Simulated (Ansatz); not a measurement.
# TiTe2: relaxation and properties

An exercise on one series of results from a longer session: the logs are not shown, and one member is left open.

Program: Ansatz 0.2.0. Level of theory: DFT PBE, scalar-relativistic, plane waves, PAW. These are calculated values, not measurements.

## The system as given

Symmetry: P-3m1, No. 164, trigonal system. Conventional cell: a = 3.777 Å, b = 3.777 Å, c = 6.498 Å, α = 90.00°, β = 90.00°, γ = 120.00°. Around Ti (site symmetry -3m) lie 6 Te at 2.77 Å. Te (site symmetry 3m) has 3 Ti at 2.77 Å as nearest neighbours.

As a file:

```
CELL_PARAMETERS angstrom
3.77700 0.00000 0.00000
-1.88850 3.27098 0.00000
0.00000 0.00000 6.49800
ATOMIC_POSITIONS crystal
Ti 0.00000 0.00000 0.00000
Te 0.66667 0.33333 0.26280
Te 0.33333 0.66667 0.73720
```

The structure comes from the Crystallography Open Database.

Set-up of the first run:

(A quick probe on a coarse mesh, which set the mesh and smearing, is not shown.)

input.yaml

```yaml
crystal:
  lattice:
    - [3.777, 0.0, 0.0]
    - [-1.8885, 3.2709779501, 0.0]
    - [0.0, 0.0, 6.498]
  atoms:
    - { symbol: Ti, position: [0.0, 0.0, 0.0] }
    - { symbol: Te, position: [0.6666666667, 0.3333333333, 0.2628] }
    - { symbol: Te, position: [0.3333333333, 0.6666666667, 0.7372] }
basis:
  ecutwfc: 420
kpoints:
  mp_grid: { grid: [12, 12, 8] }
hamiltonian:
  xc: pbe
scf:
  occupations: { method: gaussian, width: 0.1 }
output:
  forces: true
  stress: true
  eigenvalues: true
  write_density: true
  write_potential: true
  elf: true
  volumetric_format: npy
relax:
  adjacent_minimum: "off"
  f_tol: 0.005
  max_steps: 80
  cell: { stress_tol: 0.05 }
```

Command:

```console
ansatz run input.yaml --threads 1 --pin off --max-ram 2560MiB --backend cpu --events-out ev --progress --plain --runs-dir out
```

Steps of the session up to this table: The relaxation; Static run: bands, density of states and charges; Volume × 0.97; Point at V/V0 = 1.03; Point at V/V0 = 0.94; The cell scaled to 1.06 of its volume.

One table of the session follows, with a row left open; its other results are not shown here.

It belongs to the step «Energy against volume». 

```
volume (Å³/atom)  energy above the lowest point (meV/atom)  pressure (GPa)
          26.591                                       5.6            1.25
          27.439                                         ?               ?
          28.288                                       0.0            0.01
          29.136                                       0.3           -0.17
          29.985                                       1.4           -0.26
```

Estimate the missing values for volume (Å³/atom) = 27.439.

Worked estimate for «energy above the lowest point (meV/atom)». A straight line through the neighbours (26.591, 5.6) and (28.288, 0.0) gives 5.6 + (0.0 − 5.6) × (27.439 − 26.591) / (28.288 − 26.591) = 2.8; a parabola fitted to 3 rows on both sides gives 1.8.

**Answer.** energy above the lowest point (meV/atom): 1.1; pressure (GPa): 0.46. In «energy above the lowest point (meV/atom)» the line misses by +1.7 and the parabola by +0.7.

Caveats from the session: One edge grew alone, across layers that this level holds without a dispersion term. So large a miss can be the level of theory's own, or it may mean another phase, state or a wrong row. Layers here are held mostly by dispersion, which this level lacks, so their spacing and the stiffness across them are unreliable there.
